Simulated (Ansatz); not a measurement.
The system is TiSi2.

```xyz
3
Lattice="-1.4729 1.7121 4.2121 1.4729 -1.7121 4.2121 1.4729 1.7121 -4.2121" Properties=species:S:1:pos:R:3 pbc="T T T"
Ti    0.0000    0.0000    0.0000
Si    0.0000    0.0000    5.6448
Si    0.0000    0.0000    2.7793
```

The cell comes from a database or a generator and needn't be the stable form of this composition.

A run of Ansatz 0.2.0 on this cell left the log below. Logs are shortened: lines on timing, memory, paths and dates and some standing lists are left out, and cuts for length are marked.

```text
Warning: RAYON_NUM_THREADS=2 ignored (pool sized by the plan → 2); use --threads N
zone centre: on kpoints.mp_grid the ground state, and the responses unless they are solved on pairs of k-points, stand on 171 of the mesh's 1000 k-points, reduced under 4 symmetry operations, with k and −k counted as one. Each operation leaves every solved displacement unchanged or reverses it
Engine: ansatz 0.2.0, x86_64-unknown-linux-gnu
Pseudopotentials: kind: paw
Pseudopotential: Ti, paw, valence charge 12, recommended cutoff 420 eV (normal), Ti.paw.azcp
Pseudopotential: Si, paw, valence charge 4, recommended cutoff 420 eV (normal), Si.paw.azcp
Functional definition: PBE
  parameter kappa = 0.804
  parameter beta = 0.06672455060314922
  exchange = pbe_x(kappa = kappa, mu = beta*pi^2/3)
  correlation = pbe_c(beta = beta)
Crystal: 3 atoms, lattice volume = 42.487 Å³
Basis set: ecut = 420 eV, 839 PW (Γ), exchange–correlation on 64×64×64 points (8 copies of the dense FFT grid, shifted against one another)
Bands: 14, of which v1, the nominal top of the filled ones, is band 10 counted from 1 (9 counted from 0)
Symmetry: 8 space group operations
k-points: 171 of 1000 (irreducible under 4 space group operations, time reversal used)
Non-local potential: Ti, projectors of the file, l = 0: 3, l = 1: 2, l = 2: 3, l = 3: 1
Non-local potential: Si, projectors of the file, l = 0: 2, l = 1: 2, l = 2: 2
PAW form: soft (Blöchl's): semilocal exchange-correlation on the pseudo side does not see the compensation charge
PAW one-centre angular grid: Ti, 590 points (default); XC on 64 Gauss nodes
PAW one-centre angular grid: Si, 110 points (default); XC on 64 Gauss nodes
Initial density: superposition of atomic densities (neutral atoms: chi_scale 0, normalization atom), corrected by the library's trained network
Initial wavefunctions: pseudopotential atomic-orbital guess
Functional: x = pbe(κ = 0.804, μ = 0.2195149727645171), c = pbe(β = 0.06672455060314922)
SCF iter   1: F=—  HF=-3772.469065 eV  |F-HF|=—  |Δ(HF+E_count)|=         —  Δρ=4.80e-3  dr2=1.30e-2  ethr=1.77e-3  ⟨swp⟩=5.1  Hψ=13352  notcnv=0
preconditioner: auto → Kerker (q_TF=auto, 2.406 Å⁻¹)  [metal: Δε(μ)=0.052 eV  Ē_g=6.585 eV  σ=0.050 eV  W_gap=0.25  n_scr=10 (ndim 8)  ℏωp=19.7 eV  f_vac=0.000  D(μ)=1.11/eV (n_scr^D=6)]
SCF iter   2: F=—  HF=-3772.467310 eV  |F-HF|=—  |Δ(HF+E_count)|=   1.75e-3  Δρ=2.73e-3  dr2=3.21e-3  ethr=6.49e-5  ⟨swp⟩=1.2  Hψ=3828  notcnv=0
SCF iter   3: F=—  HF=-3772.466922 eV  |F-HF|=—  |Δ(HF+E_count)|=   3.88e-4  Δρ=1.42e-3  dr2=1.35e-3  ethr=1.61e-5  ⟨swp⟩=3.0  Hψ=4749  notcnv=0
SCF iter   4: F=—  HF=-3772.466694 eV  |F-HF|=—  |Δ(HF+E_count)|=   2.28e-4  Δρ=2.57e-4  dr2=1.66e-5  ethr=6.75e-6  ⟨swp⟩=2.1  Hψ=2861  notcnv=0
SCF iter   5: F=—  HF=-3772.466691 eV  |F-HF|=—  |Δ(HF+E_count)|=   2.61e-6  Δρ=3.89e-5  dr2=2.77e-7  ethr=8.29e-8  ⟨swp⟩=2.6  Hψ=3796  notcnv=0
SCF iter   6: F=—  HF=-3772.466691 eV  |F-HF|=—  |Δ(HF+E_count)|=   4.87e-7  Δρ=8.09e-6  dr2=3.35e-8  ethr=1.39e-9  ⟨swp⟩=2.4  Hψ=3237  notcnv=0
SCF iter   7: F=—  HF=-3772.466691 eV  |F-HF|=—  |Δ(HF+E_count)|=   3.39e-9  Δρ=8.32e-7  dr2=2.60e-10  ethr=1.67e-10  ⟨swp⟩=2.1  Hψ=2905  notcnv=0
SCF iter   8: F=—  HF=-3772.466691 eV  |F-HF|=—  |Δ(HF+E_count)|=  7.28e-12  Δρ=2.05e-7  dr2=1.81e-11  ethr=1.30e-12  ⟨swp⟩=2.4  Hψ=3535  notcnv=0
SCF iter   9: F=-3772.466691 eV  HF=-3772.466691 eV  |F-HF|=1.36e-12  |Δ(HF+E_count)|=  4.09e-12  Δρ=5.30e-8  dr2=1.99e-12  ethr=1.00e-12  ⟨swp⟩=4.8  Hψ=8513  notcnv=0
SCF 1 converged in 9 iterations: F = -3772.466691 eV  dr2 = 1.99e-12
  greatest PAW one-centre occupation: 0.999 electrons in one spin orbital (limit 2), on the Ti atom at site 0 (counted from 0), in its partial waves of l = 0
DFPT response loops at Γ: preconditioner auto → Kerker (q_TF=auto, 2.406 Å⁻¹) (partly filled bands, converged f_vac=0.000); β = 1.00, the filter's whole step (`scf.mixing.beta` (0.50) is not read by the response loops under this deck's `scf.mixing.preconditioner`; to damp them name `kerker` or `kerker_dos`, under which they read `scf.mixing.beta`, and type it under 1.00, their step now; both keys bind the ground state too); Broyden in place of MSR1
SCF converged after 9 iterations
Free energy (F): -3772.466691 eV
Harris-Foulkes:  -3772.466691 eV  (|F-HF|=1.36e-12)
Internal energy: -3772.456826 eV  (E = F + TS)
E sigma→0 (E₀):  -3772.461758 eV
Entropy (-TS):   -0.009865 eV (-3.288 meV/atom)
Fermi energy:    12.449524 eV
--- Per-component energies (eV) ---
  E_band       = -109.360017
  E_kinetic    = 358.668067
  E_local      = -1025.448934  (includes V_loc(G=0)·N_el)
  E_nonlocal   = 58.060101
  E_hartree    = 447.553049
  E_xc         = -211.312669
  E_vxc        = -220.171527  (∫ρ·V_xc dr)
  E_paw        = -2072.732906  (= ΣΔE_a)
  E_vpaw       = -175.573907  (= ΣTr[D̂ρ^β])
  E_aug_tail   = 0.000139  (compensation charges beyond the density's cutoff)
  E_ewald      = -1327.243671
  E_smearing   = -0.009865  (= −TS)
  E_closure    = -0.000000  (closes the sum)
  Σ components = -3772.466691   (vs F -3772.466691, Δ=0.00e0)
--- Band table (eV; the first three rows and the last of 171) ---
  k-point 0: bands = ["-43.8076", "-20.1431", "-20.1296", "-19.8672", "-0.1481", "7.6816", "8.2710", "10.2694", "11.8104", "13.1925", "14.4602", "14.8429", "15.5536", "16.2001"]
  k-point 1: bands = ["-43.8035", "-20.1382", "-20.1350", "-19.8997", "0.1508", "7.9263", "8.1382", "10.0079", "11.7811", "12.4745", "13.8174", "14.7250", "16.1155", "16.1632"]
  k-point 2: bands = ["-43.7928", "-20.1479", "-20.1258", "-19.9830", "1.0258", "7.7787", "8.4581", "9.5389", "11.2515", "11.7476", "12.4748", "15.1626", "15.9176", "16.2582"]
  k-point 170: bands = ["-43.8074", "-20.1532", "-20.1303", "-19.8676", "0.9959", "3.5911", "11.1123", "11.1729", "12.0801", "12.8798", "14.4163", "14.8832", "14.8974", "16.0955"]
--- Phonons (Γ-DFPT): 6 representative perturbations + reference, on 171 of 1000 k-points (Σ response iterations 18) ---
  k mesh reduced under 4 symmetry operations, with k and −k counted as one. Each operation leaves every solved displacement unchanged or reverses it
  ASR residual: 6.871e-4 → 0.000e0 eV/Å²; symmetrization residual: 2.391e-6 eV/Å²
  ASR residual per site (eV/Å²): 6.87e-4 2.03e-5 2.03e-5
  Γ frequencies (cm⁻¹): 0.00 0.00 0.00 208.84 250.11 289.16 293.77 301.99 304.80
  non-analytic LO–TO correction: not included (Born effective charges unavailable; polar crystals: no LO–TO splitting at Γ)
```

Task: What input gives this log?

Result: Phonons with PBE, no spin polarisation. The files as run (others can give the same):

input.yaml
```yaml
crystal:
  lattice:
    - [-1.472872, 1.71213, 4.212083]
    - [1.472872, -1.71213, 4.212083]
    - [1.472872, 1.71213, -4.212083]
  atoms:
    - { symbol: Ti, position: [0.0, 0.0, 0.0] }
    - { symbol: Si, position: [0.670078, 0.670078, 0.0] }
    - { symbol: Si, position: [0.329922, 0.329922, 0.0] }
hamiltonian:
  xc: pbe
  pseudopotentials: { kind: paw }
kpoints:
  mp_grid: { grid: [10, 10, 10] }
scf:
  occupations: { method: fermi_dirac, width: 0.05 }
phonons:
  method: dfpt
```

Potentials or basis: Ansatz PAW.
Run with:
```bash
$ ansatz run input.yaml --threads 2 --pin off --max-ram 5632MiB --backend cpu --events-out ev --progress --plain --runs-dir out
```
